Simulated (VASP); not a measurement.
# SrO (P6_3/mmc) in VASP: notebook, part 2 of 2

VASP 6.6.1. The steps go on from the part before.

## 4. Single point, PBEsol (strain -0.030 along x and y, -0.015 along z, atoms carried along)

File INCAR:

```
PREC     = Accurate       # precision mode
ENCUT    = 520            # plane-wave cutoff, eV
EDIFF    = 1E-7           # SCF threshold, eV
ISMEAR   = 0              # smearing method
SIGMA    = 0.05           # smearing width, eV
LREAL    = False          # projectors in reciprocal space
LASPH    = True           # aspherical terms in the spheres
NELM     = 60             # most SCF steps
ALGO     = Fast           # electronic algorithm
ISIF     = 2              # what is computed and relaxed
LWAVE    = False          # write WAVECAR
LCHARG   = False          # write CHGCAR
GGA      = PS             # functional
NBANDS   = 24             # bands
```

File KPOINTS:

```
regular mesh
0
Gamma
  9 9 4
```

File POSCAR:

```
SrO
1.0
    3.4466894475      0.0000000000      0.0000000000
   -1.7233447238      2.9849206205      0.0000000000
    0.0000000000      0.0000000000      6.1240444203
Sr O
2 2
Direct
    0.3333333333      0.6666666667      0.2500000000
    0.6666666667      0.3333333333      0.7500000000
    0.0000000000      0.0000000000      0.0000000000
    0.0000000000      0.0000000000      0.5000000000
```

Potentials or basis: VASP PAW PBE potentials, release 64 (Sr_sv, O).

Started as:

```
cat potpaw_PBE.64/Sr_sv/POTCAR potpaw_PBE.64/O/POTCAR > POTCAR
mpirun -np 1 vasp_std > vasp.out
```

OUTCAR:

```text
PREC = Accurate
   ENCUT = 520
   EDIFF = 1E-7
   ISMEAR = 0
   LREAL = False
   LASPH = True
   NELM = 60
   ISIF = 2
   GGA = PS

 ion  position               nearest neighbor table
   1  0.333  0.667  0.250-   3 2.51   4 2.51   3 2.51   4 2.51   3 2.51   4 2.51   2 3.65   2 3.65
                             2 3.65   2 3.65   2 3.65   2 3.65   2 5.02   2 5.02   2 5.02   2 5.02
   2  0.667  0.333  0.750-   3 2.51   4 2.51   3 2.51   4 2.51   3 2.51   4 2.51   1 3.65   1 3.65
                             1 3.65   1 3.65   1 3.65   1 3.65   1 5.02   1 5.02   1 5.02   1 5.02
   3  0.000  0.000  0.000-   1 2.51   2 2.51   2 2.51   1 2.51   2 2.51   1 2.51
   4  0.000  0.000  0.500-   1 2.51   2 2.51   2 2.51   1 2.51   2 2.51   1 2.51

  LATTYP: Found a hexagonal cell.
 ALAT       =     3.4466894475
 C/A-ratio  =     1.7767903124

  Lattice vectors:

 A1 = (   3.4466894475,   0.0000000000,   0.0000000000)
 A2 = (  -1.7233447238,   2.9849206205,   0.0000000000)
 A3 = (   0.0000000000,   0.0000000000,   6.1240444203)

Analysis of symmetry for initial positions (statically):
=====================================================================
 Subroutine PRICEL returns:
 Original cell was already a primitive cell.

 Routine SETGRP: Setting up the symmetry group for a
 hexagonal supercell.

 Subroutine GETGRP returns: Found 24 space group operations
 (whereof 12 operations were pure point group operations)
 out of a pool of 24 trial point group operations.

The static configuration has the point symmetry D_3d.
 The point group associated with its full space group is D_6h.

Analysis of symmetry for dynamics (positions and initial velocities):
=====================================================================
 Subroutine PRICEL returns:
 Original cell was already a primitive cell.

 Routine SETGRP: Setting up the symmetry group for a
 hexagonal supercell.

 Subroutine GETGRP returns: Found 24 space group operations
 (whereof 12 operations were pure point group operations)
 out of a pool of 24 trial point group operations.

The dynamic configuration has the point symmetry D_3d.
 The point group associated with its full space group is D_6h.

 Subroutine INISYM returns: Found 24 space group operations
 (whereof 12 operations are pure point group operations),
 and found     1 'primitive' translations

----------------------------------------------------------------------------------------

                                     Primitive cell

  volume of cell :      63.0047

  direct lattice vectors                    reciprocal lattice vectors
     3.446689447  0.000000000  0.000000000     0.290133479  0.167508642  0.000000000
    -1.723344724  2.984920621  0.000000000     0.000000000  0.335017284  0.000000000
     0.000000000  0.000000000  6.124044420     0.000000000  0.000000000  0.163290782

  length of vectors
     3.446689447  3.446689448  6.124044420     0.335017284  0.335017284  0.163290782

  position of ions in fractional coordinates (direct lattice)
     0.333333333  0.666666667  0.250000000
     0.666666667  0.333333333  0.750000000
     0.000000000  0.000000000  0.000000000
     0.000000000  0.000000000  0.500000000

  ion indices of the primitive-cell ions
   primitive index   ion index
                 1           1
                 2           2
                 3           3
[... 32 lines left out ...]
  0.222222  0.000000  0.000000      6.000000
  0.333333 -0.000000  0.000000      6.000000
  0.444444  0.000000  0.000000      6.000000
  0.111111  0.111111  0.000000      6.000000
[... 16 lines left out ...]
  0.333333  0.222222  0.250000     24.000000
  0.333333  0.333333  0.250000      4.000000
 [... further k-points ...]
   k-points           NKPTS =     36   k-points in BZ     NKDIM =     36   number of bands    NBANDS=     24
   number of dos      NEDOS =    301   number of ions     NIONS =      4
   total plane-waves  NPLWV =  37632
   dimension x,y,z NGX =    28 NGY =   28 NGZ =   48
   dimension x,y,z NGXF=    56 NGYF=   56 NGZF=   96
   ions per type =               2   2
   NGX,Y,Z   is equivalent  to a cutoff of  13.51, 13.51, 13.03 a.u.
   NGXF,Y,Z  is equivalent  to a cutoff of  27.01, 27.01, 26.06 a.u.
 SYSTEM =  unknown system
   PREC   = accura    normal or accurate (medium, high low for compatibility)
   ISTART =      0    job   : 0-new  1-cont  2-samecut
   ICHARG =      2    charge: 1-file 2-atom 10-const
   ISPIN  =      1    spin polarized calculation?
   LNONCOLLINEAR =      F non collinear calculations
   LSORBIT =      F    spin-orbit coupling
   LASPH  =      T    aspherical Exc in radial PAW
   ENCUT  =  520.0 eV  38.22 Ry    6.18 a.u.   6.41  6.41 11.39*2*pi/ulx,y,z
   NELM   =     60;   NELMIN=  2; NELMDL= -5     # of ELM steps
   EDIFF  = 0.1E-06   stopping-criterion for ELM
   LREAL  =      F    real-space projection
   EDIFFG = 0.1E-05   stopping-criterion for IOM
   NSW    =      0    number of steps for IOM
   IBRION =     -1    ionic relax: 0-MD 1-quasi-New 2-CG
   NFREE  =      0    steps in history (QN), initial steepest desc. (CG)
   ISIF   =      2    stress and relaxation
   ISYM   =      2    0-nonsym 1-usesym 2-fastsym
   POTIM  = 0.5000    time-step for ionic-motion
   TEBEG  =    0.0;   TEEND  =   0.0 temperature during run
   PSTRESS=    0.0 pullay stress
   NELECT =      32.0000    total number of electrons
   NUPDOWN=      -1.0000    fix difference up-down
   EMIN   =  10.00;   EMAX   =-10.00  energy-range for DOS
   EFERMI =   0.00;   METHOD = LEGACY
   ISMEAR =     0;   SIGMA  =   0.05  broadening in eV -4-tet -1-fermi 0-gaus
   EFERMI_NEDOS =   21; number of points for ismear=-14 and -15
   IALGO  =     68    algorithm
   IMIX   =      4    mixing-type and parameters
     AMIX     =   0.40;   BMIX     =  1.00
     AMIX_MAG =   1.60;   BMIX_MAG =  1.00
  volume/ion in A,a.u.               =      15.75       106.29
  Fermi-wavevector in a.u.,A,eV,Ry     =   1.306172  2.468307 23.212703  1.706086
  Thomas-Fermi vector in A             =   2.436992
   LORBIT       =      0    0 simple, 1 ext, 2 COOP (PROOUT), +10 PAW based schemes
   GGA     = PS    functional components
   LHFCALC =     F    Hartree Fock is set to
   AEXX    =    0.0000 exact exchange contribution
   IVDW    =     0    specifies the selected vdW correction
   LEPSILON=     F    determine dielectric tensor
   LRPA    =     F    only Hartree local field effects (RPA)
 non-spin polarized calculation
 RMM-DIIS sequential band-by-band and
 Gauss-broadening in eV      SIGMA  =   0.05
  energy-cutoff  :      520.00
  volume of cell :       63.00
 maximum number of plane-waves:      1722
 NGX is ok and might be reduce to    28
   NGX = 13   NGY = 13   NGZ = 23

 number of electron      32.0000001 magnetization

 Free energy of the ion-electron system (eV)
  ---------------------------------------------------
  ext. energy  EPLUGINS =         0.00000000
  ---------------------------------------------------
  free energy    TOTEN  =       -24.88803001 eV

  energy without entropy =      -24.88803001  energy(sigma->0) =      -24.88803001

 E-fermi :   2.7420     XC(G=0): -10.6405

 val. band max:        2.3995363460   @ k =   0.0000   0.0000   0.0000
 cond. band min:       5.4416139571   @ k =   0.4444   0.0000   0.0000
 fundamental gap:      3.0420776111
 Fermi energy:         2.7419886620

 k-point     1 :       0.0000    0.0000    0.0000
  band No.  band energies     occupation
      1     -30.2088      2.00000
      2     -30.0609      2.00000
      3     -14.8855      2.00000
      4     -13.1622      2.00000
      5     -11.8007      2.00000
      6     -11.7794      2.00000
[... 637 lines left out ...]
     23      12.5864      0.00000
     24      12.9076      0.00000

 [... further k-points ...]

------------------------ aborting loop because EDIFF is reached ----------------------------------------

  FORCE on cell =-STRESS in cart. coord.  units (eV):
  Direction    XX          YY          ZZ          XY          YZ          ZX
  --------------------------------------------------------------------------------------
  -------------------------------------------------------------------------------------
  Total        2.4565302      2.4565302      1.5317131     -0.0000000      0.0000000      0.0000000
  in kB       62.4682620     62.4682620     38.9506525     -0.0000000      0.0000000      0.0000000
  external PRESSURE =      54.6290588 kB  Pullay stress =       0.0000000 kB

 VOLUME and BASIS-vectors are now :
 -----------------------------------------------------------------------------
  energy-cutoff  :      520.00
  volume of cell :       63.00
      direct lattice vectors                 reciprocal lattice vectors
     3.446689447  0.000000000  0.000000000     0.290133479  0.167508642  0.000000000
    -1.723344724  2.984920621  0.000000000     0.000000000  0.335017284  0.000000000
     0.000000000  0.000000000  6.124044420     0.000000000  0.000000000  0.163290782

 POSITION                                       TOTAL-FORCE (eV/Angst)
 -----------------------------------------------------------------------------------
     -0.00000      1.98995      1.53101         0.000000     -0.000000      0.000000
      1.72334      0.99497      4.59303        -0.000000      0.000000      0.000000
      0.00000      0.00000      0.00000        -0.000000     -0.000000      0.000000
      0.00000      0.00000      3.06202        -0.000000     -0.000000      0.000000
 -----------------------------------------------------------------------------------
    total drift:                                0.000000     -0.000000      0.000000

  FREE ENERGIE OF THE ION-ELECTRON SYSTEM (eV)
  ---------------------------------------------------
  free  energy   TOTEN  =       -24.8880300071 eV

  energy  without entropy=      -24.8880300071  energy(sigma->0) =      -24.88803001
```

Wall time 58 s (1 thread of Intel Xeon Platinum 8559C (Emerald Rapids), shared host); peak memory 0.21 GiB.

Results:

* Free energy: -24.8880 eV
* Pressure: 5.5 GPa
* Band gap on the k mesh: 3.04 eV, indirect (least direct gap 3.30 eV)

Stress tensor (GPa, compression positive):
```
6.25 0.00 0.00
0.00 6.25 0.00
0.00 0.00 3.90
```

Caveat: the PAW data sets were made with another functional, which shifts forces and pressure a little; an odd mesh through Γ misses points on the zone boundary, where band edges often lie.

## 5. Summary

| cell | gap on the mesh (eV) | pressure (GPa) |
| --- | --- | --- |
| strain +0.030 along x and y, +0.030 along z, atoms carried along | 2.45 | -7.8 |
| strain +0.000 along x and y, +0.030 along z, atoms carried along | 2.87 | -4.4 |
| strain -0.030 along x and y, -0.015 along z, atoms carried along | 3.04 | 5.5 |

Alike in all rows: task single point; level PBEsol; potentials or basis VASP PAW PBE potentials, release 64 (Sr_sv, O); no spin polarisation; k mesh 9 × 9 × 4; cutoff (eV) 520; smearing gaussian 0.05 eV.

Caveats: the PAW data sets were made with another functional, which shifts forces and pressure a little; an odd mesh through Γ misses points on the zone boundary, where band edges often lie (some runs).

Absolute energies hang on the potentials; compare differences alone.
